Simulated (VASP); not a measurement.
# Hf in VASP: further runs, part 3 of 3

VASP 6.6.1. Earlier steps stand in the parts before.

## Step 4: Work function, PBE

INCAR reads:

```
PREC = Accurate
ENCUT = 520
EDIFF = 1E-6
ISMEAR = -1
SIGMA = 0.05
LREAL = False
LASPH = True
NELM = 60
ALGO = Normal
ISIF = 2
LWAVE = False
LCHARG = False
LDIPOL = True
IDIPOL = 3
DIPOL = 0.5 0.5 0.294
GGA = PE
EFIELD = 0.1
LVHAR = True
LVACPOTAV = True
```

KPOINTS reads:

```
Automatic mesh
0
Gamma
  10 10 1
```

POSCAR reads:

```
Hf
1.0
    2.7787600000      0.0000000000      0.0000000000
    0.0000000000      2.7787600000      0.0000000000
    0.0000000000      0.0000000000     23.8000000000
Hf
1
Direct
    0.0000000000      0.0000000000      0.2941200000
```

Potentials or basis: VASP PAW PBE potentials, release 64 (Hf_pv).

Command:

```sh
> cat potpaw_PBE.64/Hf_pv/POTCAR > POTCAR
> mpirun -np 1 vasp_std > vasp.out
```

OUTCAR:

```text
PREC = Accurate
   ENCUT = 520
   EDIFF = 1E-6
   ISMEAR = -1
   LREAL = False
   LASPH = True
   NELM = 60
   ISIF = 2
   GGA = PE

 ion  position               nearest neighbor table
   1  0.000  0.000  0.294-

  LATTYP: Found a simple tetragonal cell.
 ALAT       =     2.7787600000
 C/A-ratio  =     8.5649714261

  Lattice vectors:

 A1 = (   2.7787600000,   0.0000000000,   0.0000000000)
 A2 = (   0.0000000000,   2.7787600000,   0.0000000000)
 A3 = (   0.0000000000,   0.0000000000,  23.8000000000)

Analysis of symmetry for initial positions (statically):
=====================================================================
 Subroutine PRICEL returns:
 Original cell was already a primitive cell.

 Routine SETGRP: Setting up the symmetry group for a
 simple tetragonal supercell.

 Subroutine GETGRP returns: Found 16 space group operations
 (whereof  8 operations were pure point group operations)
 out of a pool of 16 trial point group operations.

The static configuration has the point symmetry C_4v.
 The point group associated with its full space group is D_4h.

Analysis of symmetry for dynamics (positions and initial velocities):
=====================================================================
 An external electric field (EFIELD) may reduce the allowed symmetry operations
 Subroutine PRICEL returns:
 Original cell was already a primitive cell.

 Routine SETGRP: Setting up the symmetry group for a
 simple tetragonal supercell.

 Subroutine GETGRP returns: Found  8 space group operations
 (whereof  8 operations were pure point group operations)
 out of a pool of 16 trial point group operations.

The dynamic configuration has the point symmetry C_4v.

 Subroutine INISYM returns: Found  8 space group operations
 (whereof  8 operations are pure point group operations),
 and found     1 'primitive' translations

----------------------------------------------------------------------------------------

                                     Primitive cell

  volume of cell :     183.7719

  direct lattice vectors                    reciprocal lattice vectors
     2.778760000  0.000000000  0.000000000     0.359872749  0.000000000  0.000000000
     0.000000000  2.778760000  0.000000000     0.000000000  0.359872749  0.000000000
     0.000000000  0.000000000 23.800000000     0.000000000  0.000000000  0.042016807

  length of vectors
     2.778760000  2.778760000 23.800000000     0.359872749  0.359872749  0.042016807

  position of ions in fractional coordinates (direct lattice)
     0.000000000  0.000000000  0.294120000

  ion indices of the primitive-cell ions
   primitive index   ion index
                 1           1

----------------------------------------------------------------------------------------

 KPOINTS: Automatic mesh

Automatic generation of k-mesh.
 Grid dimensions read from file:
 generate k-points for:   10   10    1

 Generating k-lattice:

  Cartesian coordinates                     Fractional coordinates (reciprocal lattice)
     0.035987275  0.000000000  0.000000000     0.100000000  0.000000000  0.000000000
     0.000000000  0.035987275  0.000000000     0.000000000  0.100000000  0.000000000
     0.000000000  0.000000000  0.042016807     0.000000000  0.000000000  1.000000000

  Length of vectors
     0.035987275  0.035987275  0.042016807

  Shift w.r.t. Gamma in fractional coordinates (k-lattice)
     0.000000000  0.000000000  0.000000000

 Subroutine IBZKPT returns following result:
 ===========================================

 Found     21 irreducible k-points:

 Following reciprocal coordinates:
            Coordinates               Weight
  0.000000  0.000000  0.000000      1.000000
  0.100000  0.000000  0.000000      4.000000
  0.200000  0.000000  0.000000      4.000000
  0.300000  0.000000  0.000000      4.000000
  0.400000  0.000000  0.000000      4.000000
  0.500000  0.000000  0.000000      2.000000
[... 13 lines left out ...]
  0.500000  0.400000  0.000000      4.000000
  0.500000  0.500000  0.000000      1.000000
   k-points           NKPTS =     21   k-points in BZ     NKDIM =     21   number of bands    NBANDS=      9
   number of dos      NEDOS =    301   number of ions     NIONS =      1
   total plane-waves  NPLWV = 103680
   dimension x,y,z NGX =    24 NGY =   24 NGZ =  180
   dimension x,y,z NGXF=    48 NGYF=   48 NGZF=  360
   ions per type =               1
   NGX,Y,Z   is equivalent  to a cutoff of  14.36, 14.36, 12.57 a.u.
   NGXF,Y,Z  is equivalent  to a cutoff of  28.72, 28.72, 25.15 a.u.
 SYSTEM =  unknown system
   PREC   = accura    normal or accurate (medium, high low for compatibility)
   ISTART =      0    job   : 0-new  1-cont  2-samecut
   ICHARG =      2    charge: 1-file 2-atom 10-const
   ISPIN  =      1    spin polarized calculation?
   LNONCOLLINEAR =      F non collinear calculations
   LSORBIT =      F    spin-orbit coupling
   LASPH  =      T    aspherical Exc in radial PAW
   ENCUT  =  520.0 eV  38.22 Ry    6.18 a.u.   5.17  5.17 44.25*2*pi/ulx,y,z
   NELM   =     60;   NELMIN=  2; NELMDL= -5     # of ELM steps
   EDIFF  = 0.1E-05   stopping-criterion for ELM
   LREAL  =      F    real-space projection
   EDIFFG = 0.1E-04   stopping-criterion for IOM
   NSW    =      0    number of steps for IOM
   IBRION =     -1    ionic relax: 0-MD 1-quasi-New 2-CG
   NFREE  =      0    steps in history (QN), initial steepest desc. (CG)
   ISIF   =      2    stress and relaxation
   ISYM   =      2    0-nonsym 1-usesym 2-fastsym
   POTIM  = 0.5000    time-step for ionic-motion
   TEBEG  =    0.0;   TEEND  =   0.0 temperature during run
   PSTRESS=    0.0 pullay stress
   NELECT =      10.0000    total number of electrons
   NUPDOWN=      -1.0000    fix difference up-down
   EMIN   =  10.00;   EMAX   =-10.00  energy-range for DOS
   EFERMI =   0.00;   METHOD = LEGACY
   ISMEAR =    -1;   SIGMA  =   0.05  broadening in eV -4-tet -1-fermi 0-gaus
   EFERMI_NEDOS =   21; number of points for ismear=-14 and -15
   IALGO  =     38    algorithm
   IMIX   =      4    mixing-type and parameters
     AMIX     =   0.40;   BMIX     =  1.00
     AMIX_MAG =   1.60;   BMIX_MAG =  1.00
  volume/ion in A,a.u.               =     183.77      1240.15
  Fermi-wavevector in a.u.,A,eV,Ry     =   0.620367  1.172323  5.236268  0.384855
  Thomas-Fermi vector in A             =   1.679493
   LORBIT       =      0    0 simple, 1 ext, 2 COOP (PROOUT), +10 PAW based schemes
   GGA     = PE    functional components
   LHFCALC =     F    Hartree Fock is set to
   AEXX    =    0.0000 exact exchange contribution
   IVDW    =     0    specifies the selected vdW correction
   LEPSILON=     F    determine dielectric tensor
   LRPA    =     F    only Hartree local field effects (RPA)
 non-spin polarized calculation
  energy-cutoff  :      520.00
  volume of cell :      183.77
 maximum number of plane-waves:      4993
 NGX is ok and might be reduce to    24
   NGX = 11   NGY = 11   NGZ = 89

 dipolmoment           0.000000      0.000000     -0.000001 electrons x Angstroem

 number of electron      10.0000000 magnetization

 dipolmoment           0.000000      0.000000      0.021720 electrons x Angstroem

 Free energy of the ion-electron system (eV)
  ---------------------------------------------------
  ext. energy  EPLUGINS =         0.00000000
  ---------------------------------------------------
  free energy    TOTEN  =        -7.47148646 eV

  energy without entropy =       -7.45021696  energy(sigma->0) =       -7.46085171

 E-fermi :  -3.0964     XC(G=0):  -2.1596

 val. band max:       -3.0969413847   @ k =   0.2000   0.1000   0.0000
 cond. band min:      -3.0927709061   @ k =   0.1000   0.1000   0.0000
 fundamental gap:      0.0041704786
 Fermi energy:        -3.0963727939

 k-point     1 :       0.0000    0.0000    0.0000
  band No.  band energies     occupation
      1     -34.0767      2.00000
      2     -33.1015      2.00000
      3     -33.1015      2.00000
      4      -8.3265      2.00000
      5      -4.6452      2.00000
      6      -3.4386      1.99787
      7      -2.8523      0.01507
      8       0.6140      0.00000
      9       1.1765      0.00000
[... 229 lines left out ...]
 k-point    21 :       0.5000    0.5000    0.0000
  band No.  band energies     occupation
      1     -34.2550      2.00000
      2     -34.2550      2.00000
      3     -33.7693      2.00000
      4      -5.9822      2.00000
      5      -2.6791      0.00047
      6      -2.6791      0.00047
      7       0.1965      0.00000
      8       4.0422      0.00000
      9       4.0422      0.00000

------------------------ aborting loop because EDIFF is reached ----------------------------------------

  FORCE on cell =-STRESS in cart. coord.  units (eV):
  Direction    XX          YY          ZZ          XY          YZ          ZX
  --------------------------------------------------------------------------------------
  -------------------------------------------------------------------------------------
  Total       -0.1864294     -0.1864294     -0.0050166      0.0000000      0.0000000      0.0000000
  in kB       -1.6253461     -1.6253461     -0.0437358      0.0000000      0.0000000      0.0000000
  external PRESSURE =      -1.0981427 kB  Pullay stress =       0.0000000 kB

 VOLUME and BASIS-vectors are now :
 -----------------------------------------------------------------------------
  energy-cutoff  :      520.00
  volume of cell :      183.77
      direct lattice vectors                 reciprocal lattice vectors
     2.778760000  0.000000000  0.000000000     0.359872749  0.000000000  0.000000000
     0.000000000  2.778760000  0.000000000     0.000000000  0.359872749  0.000000000
     0.000000000  0.000000000 23.800000000     0.000000000  0.000000000  0.042016807

 POSITION                                       TOTAL-FORCE (eV/Angst)
 -----------------------------------------------------------------------------------
      0.00000      0.00000      7.00006         0.000000     -0.000000     -0.000304
 -----------------------------------------------------------------------------------
    total drift:                                0.000000      0.000000     -0.000304

  FREE ENERGIE OF THE ION-ELECTRON SYSTEM (eV)
  ---------------------------------------------------
  free  energy   TOTEN  =        -7.4714864585 eV

  energy  without entropy=       -7.4502169639  energy(sigma->0) =       -7.46085171

 vacuum level on the upper side and lower side of the slab         0.618         1.761
```

stdout:

```text
POSCAR found type information on POSCAR Hf
 POSCAR found :  1 types and       1 ions
 scaLAPACK will be used
 LDA part: xc-table for (Slater+PW92), standard interpolation
 POSCAR, INCAR and KPOINTS ok, starting setup
 FFT: planning ... GRIDC
 FFT: planning ... GRID_SOFT
 FFT: planning ... GRID
 WAVECAR not read
 entering main loop
 -----------------------------------------------------------------------------
|                                                                             |
|           W    W    AA    RRRRR   N    N  II  N    N   GGGG   !!!           |
|           W    W   A  A   R    R  NN   N  II  NN   N  G    G  !!!           |
|           W    W  A    A  R    R  N N  N  II  N N  N  G       !!!           |
|           W WW W  AAAAAA  RRRRR   N  N N  II  N  N N  G  GGG   !            |
|           WW  WW  A    A  R   R   N   NN  II  N   NN  G    G                |
|           W    W  A    A  R    R  N    N  II  N    N   GGGG   !!!           |
|                                                                             |
|     Did not find any points to average over, which means that no vacuum     |
|     field-free region was found. Please increase the size of  your cell     |
|     in the dimension of the dipole correction to obtain accurate            |
|     workfunction values.                                                    |
|                                                                             |
 -----------------------------------------------------------------------------
```

Wall time 37 s (1 thread of AMD EPYC 9R45 (Zen 5), shared host); peak memory 0.28 GiB.

Results:

- Free energy: -7.4715 eV
- Band gap on the k mesh: none (metal or under the smearing width)
- Work function of the upper face: 3.71 eV
- Work function of the lower face: 4.86 eV

Levels at points of the mesh, in eV from the Fermi level:
```tsv
k point	band 1	band 2	band 3	band 4	band 5	band 6	band 7	band 8	band 9
(0.00, 0.00, 0.00)	-30.98	-30.01	-30.01	-5.23	-1.55	-0.34	0.24	3.71	4.27
(0.50, 0.00, 0.00)	-31.35	-30.82	-29.88	-1.77	-1.28	1.62	1.73	3.50	5.16
(0.50, 0.50, 0.00)	-31.16	-31.16	-30.67	-2.89	0.42	0.42	3.29	7.14	7.14
```

## Step 5: For comparison

An earlier run on the cell as given: functional PBE; potentials or basis VASP PAW PBE potentials, release 64 (Hf_pv); cutoff 520 eV; k mesh 10 × 10 × 1; occupations fermi-dirac, width 0.05 eV; no spin polarisation.

* Band gap on the k mesh: none (metal or under the smearing width)
* Work function of the upper face: 4.28 eV
* Work function of the lower face: 4.28 eV
